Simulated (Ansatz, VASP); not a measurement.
## Fe in VASP and in Ansatz

Contents of INCAR:

```
SYSTEM = Fe
PREC = Accurate ; ENCUT = 520
EDIFF = 1E-7 ; ISMEAR = -1
SIGMA = 0.05 ; LREAL = .False.
LASPH = .True. ; NELM = 120
ALGO = Normal ; ISIF = 2
LWAVE = .False. ; LCHARG = .False.
ISPIN = 2 ; MAGMOM = 3
LORBIT = 11 ; LMAXMIX = 4
GGA = PE ; NBANDS = 14
```

Contents of KPOINTS:

```
Automatic mesh
0
Gamma
  13 13 13
  0 0 0
```

POSCAR

```
Fe
1.0
   -1.4135427549      1.4135427549      1.4135427549
    1.4135427549     -1.4135427549      1.4135427549
    1.4135427549      1.4135427549     -1.4135427549
Fe
1
Direct
    0.0000000000      0.0000000000      0.0000000000
```

File input.yaml:

```yaml
crystal:
  lattice:
    - [-1.4135427549, 1.4135427549, 1.4135427549]
    - [1.4135427549, -1.4135427549, 1.4135427549]
    - [1.4135427549, 1.4135427549, -1.4135427549]
  atoms:
    - { symbol: Fe, position: [0.0, 0.0, 0.0], spin: 3.0 }
hamiltonian:
  xc: pbe
  pseudopotentials: { kind: paw }
magnetization:
  spin_polarized: true
kpoints:
  mp_grid: { grid: [13, 13, 13] }
scf:
  occupations: { method: fermi_dirac, width: 0.05 }
output:
  forces: true
  stress: true
  eigenvalues: true
```

Change from the starting cell: volume scaled by 0.94.

Alike in both runs: task single point; functional PBE; k mesh 13 × 13 × 13; occupations fermi-dirac, width 0.05 eV; collinear spin, ferromagnetic start.

|  | VASP | Ansatz |
| --- | --- | --- |
| version | VASP 6.6.1 | Ansatz 0.2.0 |
| potentials or method | VASP PAW PBE potentials, release 64 (Fe) | Ansatz PAW |
| plane-wave cutoff (eV) | 520 | 420 |
| valence electrons in the cell | 8 | 16 |

```csv
,VASP,Ansatz,Ansatz less VASP
gap on the k mesh at the Fermi level (eV),none,none,-
pressure (GPa),0.0,0.2,+0.20
net moment per atom (μB),2.13,2.12,-0.014
size of the moment on the site where the two differ most (μB),2.13,2.16,+0.036
```

Site moments also hang on the region over which each program counts them. A gap of «none» marks a metal or a gap that the smearing closes. With one functional, cell and mesh, what is left measures potentials, basis and numerics. The two sets of potentials don't hold the same shells in valence.
